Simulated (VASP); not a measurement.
# Hg in VASP: further runs

Aim: see how the results for Hg move with the level of theory and the settings. Levels: LDA, PBE, PBEsol, RPBE, revPBE. Tasks: work function.

Program: VASP 6.6.1. These are calculated values, not measurements. Logs are shortened: lines on timing, memory, paths and dates and some standing lists are left out, and cuts for length are marked.

## (1) Starting point

The cell holds a slab with vacuum, 4 atoms: a = 3.606 Å, b = 3.606 Å, c = 23.444 Å, α = 90.00°, β = 90.00°, γ = 60.06°.

The slab is cut from a database's or a generator's crystal, which needn't be the stable form of the element.

## (2) Work function, LDA

Input file INCAR:

```
PREC = Accurate
ENCUT = 520
EDIFF = 1E-7
ISMEAR = -1
SIGMA = 0.05
LREAL = False
LASPH = True
NELM = 100
ALGO = Fast
ISIF = 2
LWAVE = False
LCHARG = True
LDIPOL = True
IDIPOL = 3
DIPOL = 0.5 0.5 0.500
LELF = True
LVHAR = True
LVACPOTAV = True
```

Input file KPOINTS:

```
Automatic mesh
0
Gamma
  7 7 1
```

Input file POSCAR:

```
Hg
1.0
    3.6057960290      0.0000000000      0.0000000000
    1.7995193020      3.1246592269      0.0000000000
    0.0000000000      0.0000000000     23.4440744872
Hg
4
Direct
    0.3343437984      0.3343437984      0.3199102615
    0.6692523297      0.6692523297      0.4410345604
    0.3337790654      0.3337790654      0.5589654396
    0.6686875968      0.6686875968      0.6800897385
```

Potentials or basis: VASP PAW LDA potentials, release 64 (Hg).

Run with:

```console
$ cat potpaw_LDA.64/Hg/POTCAR > POTCAR
$ mpirun -np 1 vasp_std > vasp.out
```

OUTCAR:

```text
PREC = Accurate
   ENCUT = 520
   EDIFF = 1E-7
   ISMEAR = -1
   LREAL = False
   LASPH = True
   NELM = 100
   ISIF = 2

 ion  position               nearest neighbor table
   1  0.334  0.334  0.320-   2 3.52   2 3.52   2 3.53
   2  0.669  0.669  0.441-   3 3.46   3 3.46   3 3.47   1 3.52   1 3.52   1 3.53
   3  0.334  0.334  0.559-   2 3.46   2 3.46   2 3.47   4 3.52   4 3.52   4 3.53
   4  0.669  0.669  0.680-   3 3.52   3 3.52   3 3.53

  LATTYP: Found a base centered orthorhombic cell.
 ALAT       =     3.6091731600
 B/A-ratio  =     1.7298895459
 C/A-ratio  =     6.4956912423

  Lattice vectors:

 A1 = (  -1.7995193020,  -3.1246592269,   0.0000000000)
 A2 = (   3.6057960290,   0.0000000000,   0.0000000000)
 A3 = (   0.0000000000,   0.0000000000,  23.4440744872)

Analysis of symmetry for initial positions (statically):
=====================================================================
 Subroutine PRICEL returns:
 Original cell was already a primitive cell.

 Routine SETGRP: Setting up the symmetry group for a
 base centered orthorhombic supercell.

 Subroutine GETGRP returns: Found  4 space group operations
 (whereof  2 operations were pure point group operations)
 out of a pool of  8 trial point group operations.

The static configuration has the point symmetry C_1h.
 The point group associated with its full space group is C_2h.

Analysis of symmetry for dynamics (positions and initial velocities):
=====================================================================
 Subroutine PRICEL returns:
 Original cell was already a primitive cell.

 Routine SETGRP: Setting up the symmetry group for a
 base centered orthorhombic supercell.

 Subroutine GETGRP returns: Found  4 space group operations
 (whereof  2 operations were pure point group operations)
 out of a pool of  8 trial point group operations.

The dynamic configuration has the point symmetry C_1h.
 The point group associated with its full space group is C_2h.

 Subroutine INISYM returns: Found  4 space group operations
 (whereof  2 operations are pure point group operations),
 and found     1 'primitive' translations

----------------------------------------------------------------------------------------

                                     Primitive cell

  volume of cell :     264.1417

  direct lattice vectors                    reciprocal lattice vectors
     3.605796029  0.000000000  0.000000000     0.277331272 -0.159717570  0.000000000
     1.799519302  3.124659227  0.000000000     0.000000000  0.320034899  0.000000000
     0.000000000  0.000000000 23.444074487     0.000000000  0.000000000  0.042654702

  length of vectors
     3.605796029  3.605796029 23.444074487     0.320034899  0.320034899  0.042654702

  position of ions in fractional coordinates (direct lattice)
     0.334343798  0.334343798  0.319910261
     0.669252330  0.669252330  0.441034560
     0.333779065  0.333779065  0.558965440
     0.668687597  0.668687597  0.680089739

  ion indices of the primitive-cell ions
   primitive index   ion index
                 1           1
                 2           2
                 3           3
                 4           4

----------------------------------------------------------------------------------------

 KPOINTS: Automatic mesh

Automatic generation of k-mesh.
 Grid dimensions read from file:
 generate k-points for:    7    7    1

 Generating k-lattice:

  Cartesian coordinates                     Fractional coordinates (reciprocal lattice)
     0.039618753 -0.022816796  0.000000000     0.142857143 -0.000000000  0.000000000
     0.000000000  0.045719271  0.000000000     0.000000000  0.142857143  0.000000000
     0.000000000  0.000000000  0.042654702     0.000000000  0.000000000  1.000000000

  Length of vectors
     0.045719271  0.045719271  0.042654702

  Shift w.r.t. Gamma in fractional coordinates (k-lattice)
     0.000000000  0.000000000  0.000000000

 Subroutine IBZKPT returns following result:
 ===========================================

 Found     16 irreducible k-points:

 Following reciprocal coordinates:
            Coordinates               Weight
  0.000000  0.000000  0.000000      1.000000
  0.142857  0.000000  0.000000      4.000000
  0.285714  0.000000  0.000000      4.000000
  0.428571  0.000000  0.000000      4.000000
  0.142857  0.142857  0.000000      2.000000
  0.285714  0.142857  0.000000      4.000000
[... 8 lines left out ...]
  0.428571  0.428571  0.000000      2.000000
 -0.428571  0.428571  0.000000      2.000000
   k-points           NKPTS =     16   k-points in BZ     NKDIM =     16   number of bands    NBANDS=     28
   number of dos      NEDOS =    301   number of ions     NIONS =      4
   total plane-waves  NPLWV = 141120
   dimension x,y,z NGX =    28 NGY =   28 NGZ =  180
   dimension x,y,z NGXF=    56 NGYF=   56 NGZF=  360
   ions per type =               4
   NGX,Y,Z   is equivalent  to a cutoff of  12.91, 12.91, 12.76 a.u.
   NGXF,Y,Z  is equivalent  to a cutoff of  25.82, 25.82, 25.53 a.u.
 SYSTEM =  unknown system
   PREC   = accura    normal or accurate (medium, high low for compatibility)
   ISTART =      0    job   : 0-new  1-cont  2-samecut
   ICHARG =      2    charge: 1-file 2-atom 10-const
   ISPIN  =      1    spin polarized calculation?
   LNONCOLLINEAR =      F non collinear calculations
   LSORBIT =      F    spin-orbit coupling
   LASPH  =      T    aspherical Exc in radial PAW
   ENCUT  =  520.0 eV  38.22 Ry    6.18 a.u.   6.70  6.70 43.59*2*pi/ulx,y,z
   NELM   =    100;   NELMIN=  2; NELMDL= -5     # of ELM steps
   EDIFF  = 0.1E-06   stopping-criterion for ELM
   LREAL  =      F    real-space projection
   EDIFFG = 0.1E-05   stopping-criterion for IOM
   NSW    =      0    number of steps for IOM
   IBRION =     -1    ionic relax: 0-MD 1-quasi-New 2-CG
   NFREE  =      0    steps in history (QN), initial steepest desc. (CG)
   ISIF   =      2    stress and relaxation
   ISYM   =      2    0-nonsym 1-usesym 2-fastsym
   POTIM  = 0.5000    time-step for ionic-motion
   TEBEG  =    0.0;   TEEND  =   0.0 temperature during run
   PSTRESS=    0.0 pullay stress
   NELECT =      48.0000    total number of electrons
   NUPDOWN=      -1.0000    fix difference up-down
   EMIN   =  10.00;   EMAX   =-10.00  energy-range for DOS
   EFERMI =   0.00;   METHOD = LEGACY
   ISMEAR =    -1;   SIGMA  =   0.05  broadening in eV -4-tet -1-fermi 0-gaus
   EFERMI_NEDOS =   21; number of points for ismear=-14 and -15
   IALGO  =     68    algorithm
   IMIX   =      4    mixing-type and parameters
     AMIX     =   0.40;   BMIX     =  1.00
     AMIX_MAG =   1.60;   BMIX_MAG =  1.00
  volume/ion in A,a.u.               =      66.04       445.63
  Fermi-wavevector in a.u.,A,eV,Ry     =   0.927277  1.752300 11.698876  0.859843
  Thomas-Fermi vector in A             =   2.053330
   LORBIT       =      0    0 simple, 1 ext, 2 COOP (PROOUT), +10 PAW based schemes
   GGA     = CA    functional components
   LHFCALC =     F    Hartree Fock is set to
   AEXX    =    0.0000 exact exchange contribution
   IVDW    =     0    specifies the selected vdW correction
   LEPSILON=     F    determine dielectric tensor
   LRPA    =     F    only Hartree local field effects (RPA)
 non-spin polarized calculation
 RMM-DIIS sequential band-by-band and
  energy-cutoff  :      520.00
  volume of cell :      264.14
 maximum number of plane-waves:      7135
   NGX = 13   NGY = 13   NGZ = 87

 dipolmoment           0.000000      0.000000     -0.000000 electrons x Angstroem

 number of electron      48.0000003 magnetization

 dipolmoment           0.000000      0.000000      0.000000 electrons x Angstroem

 Free energy of the ion-electron system (eV)
  ---------------------------------------------------
  ext. energy  EPLUGINS =         0.00000000
  ---------------------------------------------------
  free energy    TOTEN  =        -2.59817165 eV

  energy without entropy =       -2.59817132  energy(sigma->0) =       -2.59817149

 E-fermi :  -2.4987     XC(G=0):  -5.1415

 val. band max:       -3.2110168205   @ k =  -0.4286   0.2857   0.0000
 cond. band min:      -1.8916765072   @ k =   0.0000   0.0000   0.0000
 fundamental gap:      1.3193403133
 Fermi energy:        -2.4986646427

 k-point     1 :       0.0000    0.0000    0.0000
  band No.  band energies     occupation
      1      -8.9417      2.00000
      2      -8.7758      2.00000
      3      -8.5937      2.00000
      4      -8.5000      2.00000
      5      -8.3690      2.00000
      6      -8.3654      2.00000
[... 20 lines left out ...]
     27       1.9564      0.00000
     28       2.9302      0.00000

 k-point     2 :       0.1429    0.0000    0.0000
  band No.  band energies     occupation
      1      -8.6799      2.00000
      2      -8.6574      2.00000
      3      -8.4979      2.00000
      4      -8.4217      2.00000
      5      -8.3825      2.00000
      6      -8.3521      2.00000
[... 20 lines left out ...]
     27       2.2305      0.00000
     28       3.2358      0.00000

 k-point     3 :       0.2857    0.0000    0.0000
  band No.  band energies     occupation
      1      -8.6813      2.00000
      2      -8.6218      2.00000
      3      -8.5925      2.00000
      4      -8.4713      2.00000
      5      -8.4192      2.00000
      6      -8.3333      2.00000
[... 20 lines left out ...]
     27       1.5009      0.00000
     28       1.9081      0.00000

 k-point     4 :       0.4286    0.0000    0.0000
  band No.  band energies     occupation
      1      -8.7657      2.00000
      2      -8.7376      2.00000
      3      -8.7201      2.00000
      4      -8.5717      2.00000
      5      -8.4878      2.00000
      6      -8.4591      2.00000
[... 20 lines left out ...]
     27      -0.4446      0.00000
     28       0.7604      0.00000

 k-point     5 :       0.1429    0.1429    0.0000
  band No.  band energies     occupation
      1      -8.6805      2.00000
      2      -8.6576      2.00000
      3      -8.4956      2.00000
      4      -8.4202      2.00000
      5      -8.3801      2.00000
      6      -8.3496      2.00000
[... 20 lines left out ...]
     27       2.2320      0.00000
     28       3.2253      0.00000

 k-point     6 :       0.2857    0.1429    0.0000
  band No.  band energies     occupation
      1      -8.5862      2.00000
      2      -8.5301      2.00000
      3      -8.4890      2.00000
      4      -8.4507      2.00000
      5      -8.3683      2.00000
      6      -8.3251      2.00000
[... 215 lines left out ...]
      5      -8.4152      2.00000
      6      -8.3316      2.00000
[... 20 lines left out ...]
     27      -0.3106      0.00000
     28       0.1936      0.00000

 k-point    14 :      -0.2857    0.2857    0.0000
  band No.  band energies     occupation
      1      -8.6474      2.00000
      2      -8.5935      2.00000
      3      -8.5538      2.00000
      4      -8.4197      2.00000
      5      -8.4125      2.00000
      6      -8.3297      2.00000
[... 20 lines left out ...]
     27      -0.3118      0.00000
     28       0.1993      0.00000

 k-point    15 :       0.4286    0.4286    0.0000
  band No.  band energies     occupation
      1      -8.7655      2.00000
      2      -8.7372      2.00000
      3      -8.7195      2.00000
      4      -8.5701      2.00000
      5      -8.4867      2.00000
      6      -8.4578      2.00000
[... 20 lines left out ...]
     27      -0.4335      0.00000
     28       0.7698      0.00000

 k-point    16 :      -0.4286    0.4286    0.0000
  band No.  band energies     occupation
      1      -8.7083      2.00000
      2      -8.6701      2.00000
      3      -8.6685      2.00000
      4      -8.4954      2.00000
      5      -8.4671      2.00000
      6      -8.4047      2.00000
[... 20 lines left out ...]
     27      -0.6832      0.00000
     28       0.3387      0.00000

------------------------ aborting loop because EDIFF is reached ----------------------------------------

  FORCE on cell =-STRESS in cart. coord.  units (eV):
  Direction    XX          YY          ZZ          XY          YZ          ZX
  --------------------------------------------------------------------------------------
  -------------------------------------------------------------------------------------
  Total       -3.2717771     -3.2728864     -2.6953306      0.0009631      0.0001390      0.0002405
  in kB      -19.8452869    -19.8520154    -16.3487937      0.0058416      0.0008434      0.0014586
  external PRESSURE =     -18.6820320 kB  Pullay stress =       0.0000000 kB

 VOLUME and BASIS-vectors are now :
 -----------------------------------------------------------------------------
  energy-cutoff  :      520.00
  volume of cell :      264.14
      direct lattice vectors                 reciprocal lattice vectors
     3.605796029  0.000000000  0.000000000     0.277331272 -0.159717570  0.000000000
     1.799519302  3.124659227  0.000000000     0.000000000  0.320034899  0.000000000
     0.000000000  0.000000000 23.444074487     0.000000000  0.000000000  0.042654702

 POSITION                                       TOTAL-FORCE (eV/Angst)
 -----------------------------------------------------------------------------------
      1.80723      1.04471      7.50000         0.000181      0.000105      0.301840
      3.61752      2.09119     10.33965        -0.000719     -0.000415      0.032465
      1.80418      1.04295     13.10443         0.000719      0.000415     -0.032465
      3.61447      2.08942     15.94407        -0.000181     -0.000105     -0.301840
 -----------------------------------------------------------------------------------
    total drift:                               -0.000001     -0.000000      0.000002

  FREE ENERGIE OF THE ION-ELECTRON SYSTEM (eV)
  ---------------------------------------------------
  free  energy   TOTEN  =        -2.5981716491 eV

  energy  without entropy=       -2.5981713211  energy(sigma->0) =       -2.59817149

 vacuum level on the upper side and lower side of the slab         2.449         2.449
```

Run time: 95 s. Hardware: 1 thread of Intel Xeon Platinum 8488C (Sapphire Rapids), shared host; peak memory 0.32 GiB.

What came out:

* Free energy: -2.5982 eV
* Largest force: 0.302 eV/Å
* Band gap on the k mesh: 1.32 eV, indirect (least direct gap 1.83 eV)
* Ionisation potential of the upper face: 5.66 eV

Forces on the atoms (eV/Å):
```
Hg   0.000  0.000  0.302
Hg  -0.001  0.000  0.032
Hg   0.001  0.000 -0.032
Hg   0.000  0.000 -0.302
```

Caveat: spin-orbit coupling is left out, which moves the levels of the heavy elements.

(Part 1 of 3 ends here.)
